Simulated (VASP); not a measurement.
The system is CdTe.

```
Te Cd
1.0
     0.00000    3.20500    3.20500
     3.20500    0.00000    3.20500
     3.20500    3.20500    0.00000
Te Cd
1 1
Direct
  0.50000 0.50000 0.50000
  0.00000 0.00000 0.00000
```

The cell was built by a generator and needn't be a form met in nature.

```yaml
Program: VASP 6.6.1
Task: relaxation of cell and atoms
Functional: PBE
Potentials_or_basis: VASP PAW PBE potentials, release 64 (Te, Cd)
Cutoff: 600 eV
k_mesh: 10 × 10 × 10
Occupations: gaussian, width 0.03 eV
Spin: no spin polarisation
```

At the start: pressure -4.5 GPa; volume 32.92 Å³/atom.

Q: How do energy, volume and symmetry change on relaxing?

A: Over 3 steps the energy falls by 66.0 meV/atom and the volume is 28.80 Å³/atom (-12.5 %); space group Fm-3m (No. 225, to 0.05 Å).

The path:
```
step  energy change (eV)  largest force (eV/Å)  pressure (GPa)  volume (Å³)
   1              0.0000                0.0000           -4.47        65.84
   2             -0.1319                0.0000            0.11        57.47
   3             -0.1319                0.0000            0.01        57.60
```

Final structure:
```
Te Cd
1.0
     0.00000    3.06520    3.06520
     3.06520    0.00000    3.06520
     3.06520    3.06520    0.00000
Te Cd
1 1
Direct
  0.50000 0.50000 0.50000
  0.00000 0.00000 0.00000
```
